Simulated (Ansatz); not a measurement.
Ca:

```xyz
1
Lattice="0.0000 2.7942 2.7942 2.7942 0.0000 2.7942 2.7942 2.7942 0.0000" Properties=species:S:1:pos:R:3 pbc="T T T"
Ca    0.0000    0.0000    0.0000
```

Base run:

```yaml
Program: Ansatz 0.2.0
Functional: RPBE
Potentials_or_basis: all-electron LAPW, scalar-relativistic
Cutoff: 78 eV (chosen from the basis error)
Basis_error_allowed: 0.001 eV/atom
k_mesh: 8 × 8 × 8
Occupations: gaussian, width 0.1 eV
Spin: no spin polarisation
```

Its results: band gap on the k mesh none (metal or under the smearing width); pressure 0.3 GPa.

Q: The run is repeated on the same cell with these changes: functional from RPBE to PBE. What comes out?

A: Band gap on the k mesh none (metal or under the smearing width); pressure -0.6 GPa.

PBE binds more tightly than RPBE, so the same cell stands under less pressure.
